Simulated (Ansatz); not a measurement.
# Ru: the cost of one run

Method: DFT PBE+D3(BJ), scalar-relativistic, plane waves, PAW, in Ansatz 0.2.0.

2 further runs of the same task are left out: 1 for a known fault of the program, 1 set aside as unsound or not needed.

## (1) The starting structure

Symmetry: P6_3/mmc, No. 194, hexagonal system. Conventional cell: a = 2.698 Å, b = 2.698 Å, c = 4.266 Å, α = 90.00°, β = 90.00°, γ = 120.00°. Around Ru (site symmetry -6m2) lie 12 Ru at 2.64 to 2.70 Å.

As a file:

```cif
data_structure
_symmetry_space_group_name_H-M 'P6_3/mmc'
_symmetry_Int_Tables_number 194
_cell_length_a 2.6976
_cell_length_b 2.6976
_cell_length_c 4.2658
_cell_angle_alpha 90.000
_cell_angle_beta 90.000
_cell_angle_gamma 120.000
_cell_volume 26.88
loop_
_atom_site_label
_atom_site_type_symbol
_atom_site_symmetry_multiplicity
_atom_site_Wyckoff_symbol
_atom_site_fract_x
_atom_site_fract_y
_atom_site_fract_z
_atom_site_occupancy
Ru1 Ru 2 c 0.33333 0.66667 0.25000 1
```

It is the result of an earlier relaxation at this level (volume 13.44 Å³/atom; gap on the mesh: none (metal)).

## (2) The slab

Miller indices refer to the conventional cell of the relaxed bulk, P6_3/mmc (No. 194): a = 2.698 Å, b = 2.698 Å, c = 4.266 Å, α = 90.00°, β = 90.00°, γ = 120.00°.

A (001) slab, 6.4 Å thick as cut, with 17 Å of vacuum, in a 2×2 surface cell; its outer planes are Ru (top) and Ru (bottom).

The slab as cut. Its planes from the bottom up:

```tsv
plane	atoms per cell	height over the lowest (Å)
1	Ru4	0.00
2	Ru4	2.13
3	Ru4	4.27
4	Ru4	6.40
```

## (3) The clean surface, relaxed

File input.yaml:

```yaml
crystal:
  lattice:
    - [5.3951895498, 0.0, 0.0]
    - [-2.6975947749, 4.6723712083, 0.0]
    - [0.0, 0.0, 23.398726996]
  atoms:
    - { symbol: Ru, position: [0.3333333333, 0.1666666667, 0.3632676257] }
    - { symbol: Ru, position: [0.3333333333, 0.6666666667, 0.3632676257] }
    - { symbol: Ru, position: [0.8333333333, 0.1666666667, 0.3632676257] }
    - { symbol: Ru, position: [0.8333333333, 0.6666666667, 0.3632676257] }
    - { symbol: Ru, position: [0.1666666667, 0.3333333333, 0.4544225419] }
    - { symbol: Ru, position: [0.1666666667, 0.8333333333, 0.4544225419] }
    - { symbol: Ru, position: [0.6666666667, 0.3333333333, 0.4544225419] }
    - { symbol: Ru, position: [0.6666666667, 0.8333333333, 0.4544225419] }
    - { symbol: Ru, position: [0.3333333333, 0.1666666667, 0.5455774581] }
    - { symbol: Ru, position: [0.3333333333, 0.6666666667, 0.5455774581] }
    - { symbol: Ru, position: [0.8333333333, 0.1666666667, 0.5455774581] }
    - { symbol: Ru, position: [0.8333333333, 0.6666666667, 0.5455774581] }
    - { symbol: Ru, position: [0.1666666667, 0.3333333333, 0.6367323743] }
    - { symbol: Ru, position: [0.1666666667, 0.8333333333, 0.6367323743] }
    - { symbol: Ru, position: [0.6666666667, 0.3333333333, 0.6367323743] }
    - { symbol: Ru, position: [0.6666666667, 0.8333333333, 0.6367323743] }
basis:
  ecutwfc: 420
kpoints:
  mp_grid: { grid: [6, 6, 1] }
hamiltonian:
  xc: pbe
  dispersion: d3bj
scf:
  occupations: { method: gaussian, width: 0.1 }
output:
  forces: true
  eigenvalues: true
  write_density: true
  write_potential: true
  elf: true
  volumetric_format: npy
relax:
  adjacent_minimum: "off"
  f_tol: 0.03
  max_steps: 70
  constraints: [{ sites: [0, 1, 2, 3, 4, 5, 6, 7] }]
efield:
  axis: 3
  dipole_correction: true
  ramp_width: 0.04
```

Run with:

```console
> ansatz run input.yaml --threads 4 --pin off --max-ram 10240MiB --backend cpu --events-out ev --progress --plain --runs-dir out
```

Q: Estimate wall time and peak memory on 4 threads of Arm Neoverse N1, shared host.

About 2.3 min, with a peak of 2 GiB.
